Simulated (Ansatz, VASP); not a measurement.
**Two plane-wave programs on Cu**

The input INCAR:

```
PREC     = Accurate       # precision mode
ENCUT    = 520            # plane-wave cutoff, eV
EDIFF    = 1E-6           # SCF threshold, eV
ISMEAR   = -1             # smearing method
SIGMA    = 0.1            # smearing width, eV
LREAL    = False          # projectors in reciprocal space
LASPH    = True           # aspherical terms in the spheres
NELM     = 80             # most SCF steps
ALGO     = Fast           # electronic algorithm
ISIF     = 2              # what is computed and relaxed
LWAVE    = False          # write WAVECAR
LCHARG   = True           # write CHGCAR
GGA      = RE             # functional
LELF     = True           # ELF
LVHAR    = True         
NBANDS   = 24             # bands
```

File KPOINTS:

```
regular mesh
0
Gamma
  12 12 16
```

Contents of POSCAR:

```
Cu
1.0
    4.0476895401      0.0000000000      0.0000000000
   -2.0238447701      3.5054019684      0.0000000000
    0.0000000000      0.0000000000      2.4316103513
Cu
3
Direct
    0.0000000000      1.0000000000      1.0000000000
    0.3333333333      0.6666666667      0.5000000000
    0.6666666667      0.3333333333      0.5000000000
```

Input for Ansatz:

```yaml
crystal:
  lattice:
    - [4.0476895401, 0.0, 0.0]
    - [-2.0238447701, 3.5054019684, 0.0]
    - [0.0, 0.0, 2.4316103513]
  atoms:
    - { symbol: Cu, position: [0.0, 1.0, 1.0] }
    - { symbol: Cu, position: [0.3333333333, 0.6666666667, 0.5] }
    - { symbol: Cu, position: [0.6666666667, 0.3333333333, 0.5] }
hamiltonian:
  xc: revpbe
  pseudopotentials:
    kind: paw
    azcp:
      Cu: "pseudopotentials/Cu.paw.azcp"
basis:
  ecutwfc: 420
  fft_grid_basis: typed
kpoints:
  mp_grid: { grid: [12, 12, 16], shift: [0, 0, 0] }
magnetization:
  spin_polarized: false
scf:
  occupations: { method: fermi_dirac, width: 0.1 }
output:
  stress: true
```

Alike in both runs: task single point; functional revPBE; k mesh 12 × 12 × 16; occupations fermi-dirac, width 0.1 eV; no spin polarisation.

```csv
,VASP,Ansatz
version,VASP 6.6.1,Ansatz 0.2.0
potentials or method,"VASP PAW PBE potentials, release 64 (Cu)","plane waves (420 eV) with PAW, scalar-relativistic"
plane-wave cutoff (eV),520,420
valence electrons in the cell,33,57
```

|  | VASP | Ansatz | Ansatz less VASP |
| --- | --- | --- | --- |
| pressure (GPa) | 13.3 | 12.6 | -0.70 |
| largest component of the traceless stress (GPa) | 0.53 | 0.44 | -0.093 |

The two sets of potentials don't hold the same shells in valence.

Caveats: the PAW data sets were made with another functional, which shifts forces and pressure a little (VASP).
